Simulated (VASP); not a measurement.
# ZnO (P6_3/mmc) in VASP: further runs

The runs below take ZnO through single point, with PBE.

Everything below comes from runs of VASP 6.6.1. Logs are shortened: lines on timing, memory, paths and dates and some standing lists are left out, and cuts for length are marked.

## (1) The structure

It takes space group P6_3/mmc (No. 194, hexagonal). The conventional cell has a = 3.288 Å, b = 3.288 Å, c = 7.130 Å, α = 90.00°, β = 90.00°, γ = 120.00°. Zn (site symmetry -6m2) has 3 O at 1.90 Å as nearest neighbours. O (site symmetry -6m2) has 3 Zn at 1.90 Å as nearest neighbours.

Measurements of this composition are mostly on another form, of space group No. 186.

## (2) Single point, PBE, spin-orbit coupling, no magnetisation

Contents of INCAR:

```
SYSTEM = ZnO
  PREC = Accurate
  ENCUT = 500
  EDIFF = 1E-7
  ISMEAR = 0
  SIGMA = 0.02
  LREAL = .False.
  LASPH = .True.
  NELM = 100
  ALGO = Normal
  ISIF = 2
  LWAVE = .False.
  LCHARG = .False.
  MAGMOM = 0 0 0 0 0 0 0 0 0 0 0 0
  LORBIT = 11
  LSORBIT = .True.
  GGA_COMPAT = .False.
  GGA = PE
  NBANDS = 52
```

Contents of KPOINTS:

```
Automatic mesh
0
Gamma
  6 6 3
  0 0 0
```

Contents of POSCAR:

```
ZnO
1.0
    3.2879671587      0.0000000000      0.0000000000
   -1.6439835793      2.8474630862      0.0000000000
    0.0000000000      0.0000000000      7.1304413500
Zn O
2 2
Direct
    0.0000000000      0.0000000000      0.2500000000
    0.0000000000      0.0000000000      0.7500000000
    0.6666666667      0.3333333333      0.7500000000
    0.3333333333      0.6666666667      0.2500000000
```

Potentials or basis: VASP PAW PBE potentials, release 64 (Zn, O).

Started as:

```console
> cat potpaw_PBE.64/Zn/POTCAR potpaw_PBE.64/O/POTCAR > POTCAR
> mpirun -np 1 vasp_ncl > vasp.out
```

OUTCAR:

```text
SYSTEM = ZnO
   PREC = Accurate
   ENCUT = 500
   EDIFF = 1E-7
   ISMEAR = 0
   LREAL = .False.
   LASPH = .True.
   NELM = 100
   ISIF = 2
   LORBIT = 11
   LSORBIT = .True.
   GGA = PE

 Found     14 irreducible k-points:

 Following reciprocal coordinates:
            Coordinates               Weight
  0.000000  0.000000  0.000000      1.000000
  0.166667 -0.000000  0.000000      6.000000
  0.333333  0.000000  0.000000      6.000000
  0.500000  0.000000  0.000000      3.000000
  0.166667  0.166667  0.000000      6.000000
  0.333333  0.166667  0.000000     12.000000
   k-points           NKPTS =     14   k-points in BZ     NKDIM =     14   number of bands    NBANDS=     52
   number of dos      NEDOS =    301   number of ions     NIONS =      4
   total plane-waves  NPLWV =  31104
   dimension x,y,z NGX =    24 NGY =   24 NGZ =   54
   dimension x,y,z NGXF=    48 NGYF=   48 NGZF=  108
   ions per type =               2   2
   NGX,Y,Z   is equivalent  to a cutoff of  12.13, 12.13, 12.59 a.u.
   NGXF,Y,Z  is equivalent  to a cutoff of  24.27, 24.27, 25.18 a.u.
 SYSTEM =  ZnO
   PREC   = accura    normal or accurate (medium, high low for compatibility)
   ISTART =      0    job   : 0-new  1-cont  2-samecut
   ICHARG =      2    charge: 1-file 2-atom 10-const
   ISPIN  =      1    spin polarized calculation?
   LNONCOLLINEAR =      T non collinear calculations
   LSORBIT =      T    spin-orbit coupling
   LASPH  =      T    aspherical Exc in radial PAW
   ENCUT  =  500.0 eV  36.75 Ry    6.06 a.u.   5.99  5.99 13.00*2*pi/ulx,y,z
   NELM   =    100;   NELMIN=  2; NELMDL= -5     # of ELM steps
   EDIFF  = 0.1E-06   stopping-criterion for ELM
   LREAL  =      F    real-space projection
   EDIFFG = 0.1E-05   stopping-criterion for IOM
   NSW    =      0    number of steps for IOM
   IBRION =     -1    ionic relax: 0-MD 1-quasi-New 2-CG
   NFREE  =      0    steps in history (QN), initial steepest desc. (CG)
   ISIF   =      2    stress and relaxation
   ISYM   =      2    0-nonsym 1-usesym 2-fastsym
   POTIM  = 0.5000    time-step for ionic-motion
   TEBEG  =    0.0;   TEEND  =   0.0 temperature during run
   PSTRESS=    0.0 pullay stress
   NELECT =      36.0000    total number of electrons
   NUPDOWN=      -1.0000    fix difference up-down
   EMIN   =  10.00;   EMAX   =-10.00  energy-range for DOS
   EFERMI =   0.00;   METHOD = LEGACY
   ISMEAR =     0;   SIGMA  =   0.02  broadening in eV -4-tet -1-fermi 0-gaus
   EFERMI_NEDOS =   21; number of points for ismear=-14 and -15
   IALGO  =     38    algorithm
   IMIX   =      4    mixing-type and parameters
     AMIX     =   0.40;   BMIX     =  1.00
     AMIX_MAG =   1.60;   BMIX_MAG =  1.00
  volume/ion in A,a.u.               =      16.69       112.63
[... 359 lines left out ...]

 VOLUME and BASIS-vectors are now :
 -----------------------------------------------------------------------------
  energy-cutoff  :      500.00
  volume of cell :       66.76
      direct lattice vectors                 reciprocal lattice vectors
     3.287967159  0.000000000  0.000000000     0.304139291  0.175594901  0.000000000
    -1.643983579  2.847463086  0.000000000     0.000000000  0.351189803  0.000000000
     0.000000000  0.000000000  7.130441350     0.000000000  0.000000000  0.140243773

 POSITION                                       TOTAL-FORCE (eV/Angst)
 -----------------------------------------------------------------------------------
      0.00000      0.00000      1.78261         0.000000      0.000000      0.000000
      0.00000      0.00000      5.34783         0.000000     -0.000000      0.000000
      1.64398      0.94915      5.34783        -0.000000     -0.000000     -0.000000
     -0.00000      1.89831      1.78261         0.000000      0.000000      0.000000
 -----------------------------------------------------------------------------------
    total drift:                               -0.000000      0.000000      0.000000

  FREE ENERGIE OF THE ION-ELECTRON SYSTEM (eV)
  ---------------------------------------------------
  free  energy   TOTEN  =       -16.9707638270 eV

  energy  without entropy=      -16.9707638270  energy(sigma->0) =      -16.97076383

 Spin-Orbit-Coupling matrix elements

 Ion:    1  E_soc:     -0.0079748
 l=   1
     0.0000000    -0.0003266    -0.0004345
    -0.0003266     0.0000000    -0.0003266
    -0.0004345    -0.0003266     0.0000000
 l=   2
     0.0000000    -0.0001795     0.0000000    -0.0001795    -0.0007436
    -0.0001795     0.0000000    -0.0006312    -0.0001755    -0.0001795
     0.0000000    -0.0006312     0.0000000    -0.0006312     0.0000000
    -0.0001795    -0.0001755    -0.0006312     0.0000000    -0.0001795
    -0.0007436    -0.0001795     0.0000000    -0.0001795     0.0000000
 l=   3
     0.0000000     0.0000000     0.0000000     0.0000000     0.0000000     0.0000000     0.0000000
     0.0000000     0.0000000     0.0000000     0.0000000     0.0000000     0.0000000     0.0000000
     0.0000000     0.0000000     0.0000000     0.0000000     0.0000000     0.0000000     0.0000000
     0.0000000     0.0000000     0.0000000     0.0000000     0.0000000     0.0000000     0.0000000
[... 49 lines left out ...]
 l=   2
     0.0000000     0.0000000     0.0000000     0.0000000     0.0000000
     0.0000000     0.0000000     0.0000000     0.0000000     0.0000000
     0.0000000     0.0000000     0.0000000     0.0000000     0.0000000
     0.0000000     0.0000000     0.0000000     0.0000000     0.0000000
     0.0000000     0.0000000     0.0000000     0.0000000     0.0000000
 l=   3
     0.0000000     0.0000000     0.0000000     0.0000000     0.0000000     0.0000000     0.0000000
     0.0000000     0.0000000     0.0000000     0.0000000     0.0000000     0.0000000     0.0000000
     0.0000000     0.0000000     0.0000000     0.0000000     0.0000000     0.0000000     0.0000000
     0.0000000     0.0000000     0.0000000     0.0000000     0.0000000     0.0000000     0.0000000
     0.0000000     0.0000000     0.0000000     0.0000000     0.0000000     0.0000000     0.0000000
     0.0000000     0.0000000     0.0000000     0.0000000     0.0000000     0.0000000     0.0000000
     0.0000000     0.0000000     0.0000000     0.0000000     0.0000000     0.0000000     0.0000000

 total charge

# of ion       s       p       d       tot
------------------------------------------
    1        0.498   0.475   9.874  10.847
    2        0.498   0.475   9.874  10.847
    3        1.546   3.447   0.000   4.994
    4        1.546   3.447   0.000   4.994
--------------------------------------------------
tot          4.088   7.845  19.749  31.682

 magnetization (x)

# of ion       s       p       d       tot
------------------------------------------
    1       -0.000   0.000   0.000  -0.000
    2       -0.000   0.000   0.000  -0.000
    3        0.000   0.000   0.000   0.000
    4        0.000   0.000   0.000   0.000
--------------------------------------------------
tot         -0.000   0.000   0.000  -0.000

 magnetization (y)

# of ion       s       p       d       tot
------------------------------------------
    1        0.000   0.000  -0.000  -0.000
    2        0.000   0.000   0.000   0.000
    3       -0.000   0.000   0.000  -0.000
    4       -0.000   0.000   0.000  -0.000
--------------------------------------------------
tot         -0.000   0.000  -0.000  -0.000

 magnetization (z)

# of ion       s       p       d       tot
------------------------------------------
    1        0.000   0.000   0.000   0.000
    2        0.000   0.000   0.000   0.000
    3        0.000   0.000   0.000   0.000
    4        0.000   0.000   0.000   0.000
--------------------------------------------------
tot          0.000   0.000   0.000   0.000
```

OSZICAR:

```text
N       E                     dE             d eps       ncg     rms          rms(c)
DAV:   1     0.365268977121E+03    0.36527E+03   -0.16296E+04  1456   0.176E+03
DAV:   2     0.428671661350E+02   -0.32240E+03   -0.29552E+03  1488   0.438E+02
DAV:   3    -0.178618412542E+02   -0.60729E+02   -0.59006E+02  1644   0.178E+02
DAV:   4    -0.210358956930E+02   -0.31741E+01   -0.31538E+01  1656   0.438E+01
DAV:   5    -0.210601893210E+02   -0.24294E-01   -0.24288E-01  1608   0.398E+00    0.158E+01
DAV:   6    -0.167439600570E+02    0.43162E+01   -0.92230E+00  2260   0.735E+01    0.892E+00
DAV:   7    -0.170347683451E+02   -0.29081E+00   -0.40712E+00  1536   0.178E+01    0.562E+00
DAV:   8    -0.170797959151E+02   -0.45028E-01   -0.10608E+00  1892   0.967E+00    0.237E+00
DAV:   9    -0.169637068967E+02    0.11609E+00   -0.29228E-01  1956   0.949E+00    0.409E-01
DAV:  10    -0.169699186030E+02   -0.62117E-02   -0.70968E-02  1512   0.208E+00    0.141E-01
DAV:  11    -0.169705546215E+02   -0.63602E-03   -0.10319E-03  1636   0.352E-01    0.118E-01
DAV:  12    -0.169707382993E+02   -0.18368E-03   -0.29719E-04  1640   0.199E-01    0.220E-02
DAV:  13    -0.169707601045E+02   -0.21805E-04   -0.47759E-05  1688   0.750E-02    0.139E-02
DAV:  14    -0.169707660352E+02   -0.59307E-05   -0.14942E-05  1544   0.837E-02    0.137E-02
DAV:  15    -0.169707637715E+02    0.22637E-05   -0.69361E-06  2036   0.513E-02    0.111E-03
DAV:  16    -0.169707638571E+02   -0.85549E-07   -0.19909E-06  1544   0.107E-02    0.822E-04
DAV:  17    -0.169707638270E+02    0.30093E-07   -0.30287E-08   988   0.172E-03
   1 F= -.16970764E+02 E0= -.16970764E+02  d E =-.594907E-19  mag=     0.0000    -0.0000     0.0000
```

stdout:

```text
POSCAR found type information on POSCAR ZnO
 POSCAR found :  2 types and       4 ions
 scaLAPACK will be used
 LDA part: xc-table for (Slater+PW92), standard interpolation
 POSCAR, INCAR and KPOINTS ok, starting setup
 FFT: planning ... GRIDC
 FFT: planning ... GRID_SOFT
 FFT: planning ... GRID
 WAVECAR not read
 entering main loop
```

It took 4.1 min on 1 thread of AMD EPYC, shared host; peak memory 0.29 GiB.

The run converged, but some of its settings lie outside the range that counts as converged, so its numbers aren't taken as properties of the crystal.

Results:

```yaml
Free_energy: -16.9708 eV
Pressure: 0.0 GPa
Valence_electrons_inside_the_program's_atomic_spheres: Zn 10.85; O 4.99
```

Caveat: the k mesh is coarse (spacing up to 0.37 Å⁻¹), so the values aren't converged.

## (3) Single point, PBE, spin-orbit coupling, no magnetisation

Edit INCAR of step 2 so:

```diff
@@ -2,3 +2,3 @@
   PREC = Accurate
-  ENCUT = 500
+  ENCUT = 600
   EDIFF = 1E-7
```

KPOINTS is that of step 2.

POSCAR is that of step 2.

Potentials or basis: VASP PAW PBE potentials, release 64 (Zn, O).

Started as:

```console
> cat potpaw_PBE.64/Zn/POTCAR potpaw_PBE.64/O/POTCAR > POTCAR
> mpirun -np 1 vasp_ncl > vasp.out
```

OUTCAR:

```text
SYSTEM = ZnO
   PREC = Accurate
   ENCUT = 600
   EDIFF = 1E-7
   ISMEAR = 0
   LREAL = .False.
   LASPH = .True.
   NELM = 100
   ISIF = 2
   LORBIT = 11
   LSORBIT = .True.
   GGA = PE

 Found     14 irreducible k-points:

 Following reciprocal coordinates:
            Coordinates               Weight
  0.000000  0.000000  0.000000      1.000000
  0.166667 -0.000000  0.000000      6.000000
  0.333333  0.000000  0.000000      6.000000
  0.500000  0.000000  0.000000      3.000000
  0.166667  0.166667  0.000000      6.000000
  0.333333  0.166667  0.000000     12.000000
   k-points           NKPTS =     14   k-points in BZ     NKDIM =     14   number of bands    NBANDS=     52
   number of dos      NEDOS =    301   number of ions     NIONS =      4
   total plane-waves  NPLWV =  47040
   dimension x,y,z NGX =    28 NGY =   28 NGZ =   60
   dimension x,y,z NGXF=    56 NGYF=   56 NGZF=  120
   ions per type =               2   2
   NGX,Y,Z   is equivalent  to a cutoff of  14.16, 14.16, 13.99 a.u.
   NGXF,Y,Z  is equivalent  to a cutoff of  28.31, 28.31, 27.98 a.u.
 SYSTEM =  ZnO
   PREC   = accura    normal or accurate (medium, high low for compatibility)
   ISTART =      0    job   : 0-new  1-cont  2-samecut
   ICHARG =      2    charge: 1-file 2-atom 10-const
   ISPIN  =      1    spin polarized calculation?
   LNONCOLLINEAR =      T non collinear calculations
[... 426 lines left out ...]
     0.0000000     0.0000000     0.0000000     0.0000000     0.0000000     0.0000000     0.0000000
     0.0000000     0.0000000     0.0000000     0.0000000     0.0000000     0.0000000     0.0000000
[... 49 lines left out ...]
 l=   2
     0.0000000     0.0000000     0.0000000     0.0000000     0.0000000
     0.0000000     0.0000000     0.0000000     0.0000000     0.0000000
     0.0000000     0.0000000     0.0000000     0.0000000     0.0000000
     0.0000000     0.0000000     0.0000000     0.0000000     0.0000000
     0.0000000     0.0000000     0.0000000     0.0000000     0.0000000
 l=   3
     0.0000000     0.0000000     0.0000000     0.0000000     0.0000000     0.0000000     0.0000000
     0.0000000     0.0000000     0.0000000     0.0000000     0.0000000     0.0000000     0.0000000
     0.0000000     0.0000000     0.0000000     0.0000000     0.0000000     0.0000000     0.0000000
     0.0000000     0.0000000     0.0000000     0.0000000     0.0000000     0.0000000     0.0000000
     0.0000000     0.0000000     0.0000000     0.0000000     0.0000000     0.0000000     0.0000000
     0.0000000     0.0000000     0.0000000     0.0000000     0.0000000     0.0000000     0.0000000
     0.0000000     0.0000000     0.0000000     0.0000000     0.0000000     0.0000000     0.0000000

 total charge

# of ion       s       p       d       tot
------------------------------------------
    1        0.498   0.475   9.875  10.848
    2        0.498   0.475   9.875  10.848
    3        1.541   3.449   0.000   4.990
    4        1.541   3.449   0.000   4.990
--------------------------------------------------
tot          4.077   7.848  19.750  31.675

 magnetization (x)

# of ion       s       p       d       tot
------------------------------------------
    1       -0.000   0.000  -0.000  -0.000
    2       -0.000   0.000  -0.000  -0.000
    3        0.000   0.000   0.000   0.000
    4       -0.000   0.000   0.000  -0.000
--------------------------------------------------
tot          0.000   0.000  -0.000  -0.000

 magnetization (y)

# of ion       s       p       d       tot
------------------------------------------
    1        0.000   0.000   0.000   0.000
    2        0.000   0.000   0.000   0.000
    3       -0.000   0.000   0.000  -0.000
    4        0.000   0.000   0.000   0.000
--------------------------------------------------
tot          0.000   0.000   0.000   0.000

 magnetization (z)

# of ion       s       p       d       tot
------------------------------------------
    1        0.000   0.000   0.000   0.000
    2        0.000   0.000   0.000   0.000
    3        0.000   0.000   0.000   0.000
    4        0.000   0.000   0.000   0.000
--------------------------------------------------
tot          0.000   0.000   0.000   0.000
```

OSZICAR:

```text
N       E                     dE             d eps       ncg     rms          rms(c)
DAV:   1     0.394526540995E+03    0.39453E+03   -0.18027E+04  1456   0.199E+03
DAV:   2     0.502093519441E+02   -0.34432E+03   -0.31673E+03  1488   0.489E+02
DAV:   3    -0.171675222763E+02   -0.67377E+02   -0.65387E+02  1608   0.191E+02
DAV:   4    -0.210312967967E+02   -0.38638E+01   -0.38366E+01  1676   0.490E+01
DAV:   5    -0.210630172442E+02   -0.31720E-01   -0.31709E-01  1608   0.457E+00    0.158E+01
DAV:   6    -0.167528607048E+02    0.43102E+01   -0.92376E+00  2264   0.738E+01    0.893E+00
DAV:   7    -0.170399114772E+02   -0.28705E+00   -0.40661E+00  1540   0.180E+01    0.563E+00
DAV:   8    -0.170845324149E+02   -0.44621E-01   -0.10630E+00  1912   0.975E+00    0.237E+00
DAV:   9    -0.169682561082E+02    0.11628E+00   -0.29369E-01  1940   0.958E+00    0.403E-01
DAV:  10    -0.169744541979E+02   -0.61981E-02   -0.71719E-02  1500   0.209E+00    0.142E-01
DAV:  11    -0.169750889178E+02   -0.63472E-03   -0.98154E-04  1616   0.344E-01    0.119E-01
DAV:  12    -0.169752611366E+02   -0.17222E-03   -0.29098E-04  1616   0.196E-01    0.221E-02
DAV:  13    -0.169752842399E+02   -0.23103E-04   -0.50499E-05  1724   0.790E-02    0.138E-02
DAV:  14    -0.169752901864E+02   -0.59465E-05   -0.15897E-05  1548   0.866E-02    0.137E-02
DAV:  15    -0.169752877336E+02    0.24528E-05   -0.71948E-06  2060   0.528E-02    0.112E-03
DAV:  16    -0.169752877656E+02   -0.31996E-07   -0.19809E-06  1544   0.108E-02    0.805E-04
DAV:  17    -0.169752877143E+02    0.51352E-07   -0.27662E-08  1024   0.140E-03
   1 F= -.16975288E+02 E0= -.16975288E+02  d E =-.758037E-20  mag=    -0.0000     0.0000     0.0000
```

It took 5.8 min on 1 thread of AMD EPYC, shared host; peak memory 0.38 GiB.

The run converged, but some of its settings lie outside the range that counts as converged, so its numbers aren't taken as properties of the crystal.

What came out:

- Free energy: -16.9753 eV
- Pressure: -0.1 GPa
- Valence electrons inside the program's atomic spheres: Zn 10.85; O 4.99

Caveat: the k mesh is coarse (spacing up to 0.37 Å⁻¹), so the values aren't converged.

## (4) Single point, PBE, spin-orbit coupling, no magnetisation

Edit INCAR of step 3 so:

```diff
@@ -2,3 +2,3 @@
   PREC = Accurate
-  ENCUT = 600
+  ENCUT = 350
   EDIFF = 1E-7
```

Contents of KPOINTS:

```
Automatic mesh
0
Gamma
  8 8 4
  0 0 0
```

POSCAR is that of step 3.

Started as:

```console
> cat potpaw_PBE.64/Zn/POTCAR potpaw_PBE.64/O/POTCAR > POTCAR
> mpirun -np 1 vasp_ncl > vasp.out
```

Run time: 4.4 min. Hardware: 1 thread of AMD EPYC, shared host; peak memory 0.23 GiB.

The run converged, but a check on its numbers failed (symmetry, net force, bounds or a known fault of this set-up), so they aren't taken as properties of the crystal.

Caveat: the cutoff lies under the usual one of these potentials, so the numbers hold a large basis-set error.
